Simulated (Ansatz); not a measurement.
# Si: a line through an energy map

One table from this session's results is given with a row withheld; the runs are named, their logs left out.

Computed with Ansatz 0.2.0 (DFT PBEsol, scalar-relativistic, plane waves, PAW, unless a step's input says otherwise).

16 further runs of the same task are left out: 16 set aside as unsound or not needed.

## The starting structure

It takes space group I4/mmm (No. 139, tetragonal). Conventional cell: a = 6.644 Å, b = 6.644 Å, c = 3.837 Å, α = 90.00°, β = 90.00°, γ = 90.00°. Si (site symmetry m2m) has 4 Si at 2.34 to 2.38 Å as nearest neighbours.

Coordinates:

```
Si
1.0
    -3.32219    3.32219    1.91868
     3.32219   -3.32219    1.91868
     3.32219    3.32219   -1.91868
Si
4
Direct
  0.17873 0.17873 0.35746
  0.82127 0.82127 0.64254
  0.17873 0.82127 0.00000
  0.82127 0.17873 0.00000
```

It goes back to an entry of the Materials Project, which need not be the stable form.

It is the result of an earlier relaxation at this level (volume 21.18 Å³/atom; gap on the mesh: 0.24 eV).

## The scan

The energy is mapped over volume and the cell's shape.

- volume per atom: 7 values from 19.48 to 22.87 Å³
- c/a of the conventional cell: 7 values from 0.512 to 0.651

Nothing else is relaxed (fractional coordinates fixed). Energies count from the relaxed crystal. Points are written as (first, second).

Set-up of the first run:

input.yaml

```yaml
crystal:
  lattice:
    - [-3.2186726237, 3.2186726237, 1.9350659814]
    - [3.2186726237, -3.2186726237, 1.9350659814]
    - [3.2186726237, 3.2186726237, -1.9350659814]
  atoms:
    - { symbol: Si, position: [0.1787304307, 0.1787304307, 0.3574608614] }
    - { symbol: Si, position: [0.8212695693, 0.8212695693, 0.6425391386] }
    - { symbol: Si, position: [0.1787304307, 0.8212695693, 0.0] }
    - { symbol: Si, position: [0.8212695693, 0.1787304307, 0.0] }
basis:
  ecutwfc: 420
kpoints:
  mp_grid: { grid: [12, 12, 12] }
hamiltonian:
  xc: pbesol
  pseudopotentials: { kind: paw, azcp: { folder: soft_1 } }
scf:
  occupations: { method: gaussian, width: 0.03 }
output:
  forces: true
  stress: true
  eigenvalues: true
```

Launch:

```
> ansatz run input.yaml --threads 1 --pin off --max-ram 2048MiB --backend cpu --events-out ev --progress --plain --runs-dir out
```

Among the steps run: The run at (20.05 Å³, 0.601); Grid point (20.61 Å³, 0.601); Grid point (21.18 Å³, 0.601); Point (21.74 Å³, 0.601); Point (22.31 Å³, 0.601); Grid point (22.87 Å³, 0.601).

One of the session's tables, all rows but one given; the rest of the session is left out.

| volume per atom (Å³) | energy (meV/atom) | slope (meV/atom per Å³) | pressure (GPa) | largest force on an atom (eV/Å) |
| --- | --- | --- | --- | --- |
| 19.48 | 55 | −54 | 8.6 | 0.79 |
| 20.05 | 31 | −33 | 5.3 | 0.68 |
| 20.61 | 17 | −15 | 2.5 | 0.57 |
| 21.18 | 13 | 0 | 0.0 | 0.48 |
| 21.74 | 16 | 13 | −2.1 | 0.39 |
| 22.31 | ? | ? | ? | ? |
| 22.87 | 44 | 35 | −5.6 | 0.23 |

**Question.** Estimate the row for volume per atom (Å³) = 22.31.

Worked estimate for «energy (meV/atom)». A straight line through the neighbours (21.74, 16) and (22.87, 44) gives 16 + (44 − 16) × (22.31 − 21.74) / (22.87 − 21.74) = 30; a parabola fitted to 3 rows on both sides gives 26.

As computed: energy (meV/atom): 27; slope (meV/atom per Å³): 25; pressure (GPa): −4.0; largest force on an atom (eV/Å): 0.30. In «energy (meV/atom)» the line misses by +3 and the parabola by -1.

Energies count from the relaxed crystal. Rows without a step come from runs not printed here or follow by symmetry. Slopes come from the forces (and the stress, where the cell changes), not from differences of energies.

What this shows: The lowest point of the line is at 21.18 Å³, 13 meV/atom from the zero. A fit to energies and slopes at the lowest point and its two neighbours puts the minimum at 21.179 Å³, with a curvature of about 25 meV/atom per (Å³)². V·d²E/dV² there is about 86 GPa, a bulk modulus under this line's constraint. The highest point computed, at 19.48 Å³, lies 42 meV/atom above the lowest. This is one cut through a surface in two coordinates; the map's lowest point lies off it. The gap on the mesh closes on part of the grid.

To keep in mind: Warnings in the runs' records: pseudo functional mismatch.
